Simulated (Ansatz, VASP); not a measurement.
# Two plane-wave programs on SiC2

```xyz
3
Lattice="2.4707 0.0000 0.0000 -1.2354 2.1397 0.0000 0.0000 0.0000 9.0210" Properties=species:S:1:pos:R:3 pbc="T T T"
Si    0.0000    0.0000    0.0000
C     0.0000    1.4265    4.5105
C     1.2354    0.7132    4.5105
```

Alike in both runs: functional PBE; k mesh 24 × 24 × 6; occupations gaussian, width 0.1 eV; no spin polarisation.

Ansatz relaxed the structure, and its values are those at the end. VASP's run is a single point on that final structure, the one shown.

|  | VASP | Ansatz |
| --- | --- | --- |
| version | VASP 6.6.1 | Ansatz 0.2.0 |
| potentials or method | VASP PAW PBE potentials, release 64 (Si, C) | scalar-relativistic, plane waves, PAW |
| plane-wave cutoff (eV) | 520 | 420 |
| valence electrons in the cell | 12 | 12 |

```csv
,VASP,Ansatz,Ansatz less VASP
gap on the k mesh at the Fermi level (eV),none,none,-
pressure (GPa),0.1,0.0,-0.14
```

A gap of «none» marks a metal or a gap that the smearing closes.

Caveats: this functional lacks dispersion, which binds the layers, so the pressure and a relaxed spacing across them are unreliable.
